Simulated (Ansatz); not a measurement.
Crystal: Ga.

```xyz
2
Lattice="2.7784 0.0000 0.0000 0.0000 3.2816 0.0000 -1.3434 0.0000 3.9903" Properties=species:S:1:pos:R:3 pbc="T T T"
Ga   -0.6607    2.4612    3.0732
Ga    2.0957    0.8204    0.9171
```

This isn't the form of Ga at room conditions, which is orthorhombic.

* Program: Ansatz 0.2.0
* Task: relaxation of cell and atoms
* Functional: HSE03
* Potentials or basis: Ansatz PAW
* Cutoff: 420 eV (not typed: the program's choice for these potentials)
* k mesh: 5 × 4 × 4
* Occupations: fermi-dirac, width 0.05 eV
* Spin: no spin polarisation

At the start: volume 18.19 Å³/atom.

Problem. Where does the relaxation end?

Solution. It ends after 8 steps and the volume is 18.80 Å³/atom (+3.3 %); space group P2_1/m (No. 11, to 0.05 Å).

Step by step:
| step | energy change (eV) | largest force (eV/Å) | volume (Å³) |
| --- | --- | --- | --- |
| 1 | 0.0000 | 0.0231 | 36.38 |
| 2 | -0.0223 | 0.0357 | 37.53 |
| 3 | -0.0271 | 0.0351 | 37.74 |
| 4 | -0.0275 | 0.0285 | 37.63 |
| 5 | -0.0280 | 0.0151 | 37.53 |
| 6 | -0.0282 | 0.0063 | 37.55 |
| 7 | -0.0282 | 0.0011 | 37.60 |
| 8 | -0.0289 | 0.0011 | 37.60 |

Final structure:
```xyz
2
Lattice="2.8199 0.0000 -0.0004 0.0000 3.3990 0.0000 -1.3640 0.0000 3.9227" Properties=species:S:1:pos:R:3 pbc="T T T"
Ga   -0.6368    2.5493    3.0252
Ga    2.0926    0.8498    0.8971
```

Caveat: the k mesh is coarse (spacing up to 0.48 Å⁻¹), so the values aren't converged, least of all with exact exchange; the plane-wave basis is chosen anew once the cell has moved, so the energies of steps on either side of that aren't comparable; the PAW data sets come from PBE, with cores solved anew for the run's functional, which leaves a small shift of forces and pressure.
